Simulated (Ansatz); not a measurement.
Te₂Pt: levels along high-symmetry lines

```
CELL_PARAMETERS angstrom
4.01800 0.00000 0.00000
-2.00900 3.47969 0.00000
0.00000 0.00000 5.21200
ATOMIC_POSITIONS crystal
Te 0.33333 0.66667 0.25000
Te 0.66667 0.33333 0.75000
Pt 0.00000 0.00000 0.00000
```

Atom numbers follow the list: Te1, Te2, Pt3.

The cell comes from COD entry 1539201, which wasn't checked; take it as a given geometry. It is an old determination, and later ones may differ.

No spin–orbit coupling, which matters for the heavy atoms here.

All numbers below come from DFT, PBE, all-electron LAPW, scalar-relativistic in Ansatz 0.2.0.

The runs use a Γ-centred 10×10×7 k mesh, Fermi–Dirac smearing of 0.08 eV, basis error target 1 meV/atom, no spin polarisation.

Points in fractions of the reciprocal vectors of this cell: Γ (0, 0, 0), M (0.5, 0, 0), K (0.333, 0.333, 0), A (0, 0, 0.5), L (0.5, 0, 0.5), H (0.333, 0.333, 0.5). The path joins them by straight lines in the order Γ–M–K–Γ–A–L–H–A–L; legs that retrace an earlier one aren't tabulated. Energies are in eV from the Fermi level.

Question: Metal or insulator at this level of theory?

Answer: No gap opens: metallic or semimetallic.

Question: Tabulate bands 41 to 48, counted from the lowest band of the run, along the path.

Answer: 
```csv
k (1/Å),point,band 41,band 42,band 43,band 44,band 45,band 46,band 47,band 48
0.00,Γ,-4.02,-2.76,-0.60,-0.60,1.14,1.14,1.34,2.70
0.13,,-4.05,-2.83,-0.99,-0.76,0.72,1.26,1.46,3.19
0.26,,-4.12,-3.06,-1.70,-1.16,0.06,1.52,1.56,3.83
0.39,,-4.21,-3.39,-2.21,-1.66,-0.65,1.50,1.83,3.72
0.52,,-4.25,-3.60,-2.53,-2.20,-1.37,1.16,2.13,3.56
0.64,,-4.19,-3.64,-2.84,-2.72,-2.07,0.69,2.37,3.59
0.77,,-4.00,-3.58,-3.23,-3.22,-2.67,0.34,2.52,3.65
0.90,M,-3.74,-3.69,-3.57,-3.48,-2.94,0.22,2.57,3.68
0.98,,-3.90,-3.64,-3.61,-3.42,-2.69,0.20,2.38,3.67
1.05,,-4.17,-3.67,-3.40,-3.26,-2.29,0.15,1.93,3.58
1.13,,-4.30,-3.71,-3.16,-3.02,-1.95,0.05,1.39,3.37
1.20,,-4.41,-3.76,-2.91,-2.75,-1.73,-0.06,0.85,3.13
1.28,,-4.49,-3.82,-2.63,-2.48,-1.67,-0.16,0.37,2.94
1.35,,-4.55,-3.87,-2.35,-2.26,-1.79,-0.19,0.00,2.84
1.42,K,-4.58,-3.89,-2.20,-2.03,-2.03,-0.17,-0.17,2.81
1.57,,-4.56,-3.80,-2.62,-2.51,-1.43,-0.02,0.14,2.91
1.72,,-4.48,-3.72,-2.89,-2.87,-0.84,0.20,0.80,3.17
1.87,,-4.43,-3.72,-2.84,-2.68,-0.33,0.50,1.38,3.54
2.02,,-4.36,-3.55,-2.33,-2.32,0.05,0.85,1.67,3.99
2.17,,-4.21,-3.16,-1.83,-1.54,0.32,1.15,1.65,4.24
2.32,,-4.06,-2.85,-1.08,-0.85,0.69,1.22,1.49,3.32
2.47,Γ,-4.02,-2.76,-0.60,-0.60,1.14,1.14,1.34,2.70
2.55,,-4.02,-2.75,-0.64,-0.64,1.20,1.20,1.20,2.73
2.64,,-4.03,-2.73,-0.74,-0.74,0.83,1.35,1.35,2.84
2.72,,-4.03,-2.69,-0.86,-0.86,0.33,1.56,1.56,3.03
2.81,,-4.04,-2.63,-0.99,-0.99,-0.21,1.79,1.79,3.30
2.90,,-4.05,-2.53,-1.09,-1.09,-0.75,2.02,2.02,3.61
2.98,,-4.05,-2.40,-1.20,-1.16,-1.16,2.18,2.18,3.90
3.07,A,-4.05,-2.31,-1.41,-1.18,-1.18,2.25,2.25,4.03
3.20,,-4.09,-2.18,-2.10,-1.17,-0.56,1.67,1.98,4.19
3.33,,-4.18,-2.84,-1.74,-1.17,-0.27,0.81,1.46,3.73
3.46,,-4.26,-3.25,-1.29,-1.28,-1.01,0.69,0.99,3.42
3.59,,-4.26,-3.43,-2.15,-1.60,-0.81,0.73,0.80,3.42
3.71,,-4.13,-3.50,-3.03,-2.04,-0.69,0.63,1.01,3.65
3.84,,-3.90,-3.61,-3.37,-2.48,-0.77,0.61,1.27,4.00
3.97,L,-3.76,-3.66,-3.38,-2.70,-0.82,0.60,1.38,4.25
4.05,,-3.75,-3.67,-3.47,-2.69,-1.02,0.77,1.48,4.27
4.12,,-3.74,-3.74,-3.61,-2.69,-1.43,1.12,1.74,4.35
4.20,,-3.93,-3.73,-3.66,-2.70,-1.90,1.48,2.05,4.52
4.27,,-4.07,-3.73,-3.69,-2.71,-2.33,1.80,2.30,4.81
4.34,,-4.15,-3.78,-3.71,-2.75,-2.65,2.08,2.43,5.21
4.42,,-4.20,-3.93,-3.73,-2.82,-2.79,2.29,2.46,5.61
4.49,H,-4.25,-4.10,-3.74,-2.83,-2.83,2.41,2.41,5.80
4.64,,-4.34,-3.72,-3.55,-2.91,-2.60,2.21,2.29,5.41
4.79,,-4.28,-3.68,-2.85,-2.82,-2.21,1.67,1.97,4.94
4.94,,-4.20,-3.58,-2.23,-2.17,-1.67,0.78,1.71,4.57
5.09,,-4.28,-3.39,-1.79,-1.22,-0.91,-0.04,1.44,4.33
5.24,,-4.27,-3.00,-1.76,-0.99,-0.33,0.44,1.32,4.26
5.39,,-4.11,-2.25,-2.11,-1.16,-0.47,1.55,1.87,4.37
5.54,A,-4.05,-2.31,-1.41,-1.18,-1.18,2.25,2.25,4.03
```
